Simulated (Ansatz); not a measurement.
All numbers below come from DFT PBE, scalar-relativistic, plane waves, PAW in Ansatz 0.2.0. All cells share a 420 eV cutoff and Γ-centred k meshes spaced at most about 0.3 Å⁻¹ (about 0.25 or finer for metals, 2π included). Spin is collinear.

These are static total energies at zero pressure.

Two relaxed structures of MgO3:

A. (parallel moments up to 1.2 μB)

```yaml
crystal:
  lattice:
    - [4.05640, 0.00000, 0.00000]
    - [0.00000, 4.05640, 0.00000]
    - [0.00000, 0.00000, 4.05640]
  atoms:
    - { symbol: Mg, position: [0.00000, 0.00000, 0.00000] }
    - { symbol: O, position: [0.50000, 0.00000, 0.00000] }
    - { symbol: O, position: [0.00000, 0.50000, 0.00000] }
    - { symbol: O, position: [0.00000, 0.00000, 0.50000] }
```

B. (parallel moments up to 0.6 μB)

```yaml
crystal:
  lattice:
    - [6.03396, 0.00000, 0.00000]
    - [-3.01698, 5.22556, 0.00000]
    - [0.00000, 0.00000, 3.47745]
  atoms:
    - { symbol: Mg, position: [0.33333, 0.66667, 0.25000] }
    - { symbol: Mg, position: [0.66667, 0.33333, 0.75000] }
    - { symbol: O, position: [0.77379, 0.54758, 0.25000] }
    - { symbol: O, position: [0.22621, 0.77379, 0.75000] }
    - { symbol: O, position: [0.45242, 0.22621, 0.25000] }
    - { symbol: O, position: [0.22621, 0.45242, 0.75000] }
    - { symbol: O, position: [0.77379, 0.22621, 0.25000] }
    - { symbol: O, position: [0.54758, 0.77379, 0.75000] }
```

Problem. Which is lower in energy, and by how much?

Solution. B is lower, by 61 meV/atom. A has the ReO3 type, space group Pm-3m (No. 221), 16.7 Å³/atom and no gap on its mesh; B has space group P6_3/mmc (No. 194), 13.7 Å³/atom and no gap. In A, around Mg lie 6 O at 2.03 Å; O is surrounded by 2 Mg at 2.03 Å. In B, Mg is surrounded by 6 O at 2.07 Å; O is surrounded by 2 O at 1.94 Å and 2 Mg at 2.07 Å. Both come from invented guesses. The lowest form computed isn't among them: it has space group Im-3m (No. 229), 9.1 Å³/atom and lies 0.37 eV/atom below the best shown.

No dispersion correction is applied, so the spacing and binding between layers, chains or molecules are poorly described (P6_3/mmc), and this can change margins and order among such cells. The magnetic state reached may not be the lowest. Cells relaxed within their symmetry can be saddle points. Some types were kept out of the candidates beforehand, so the set may lack a known form.
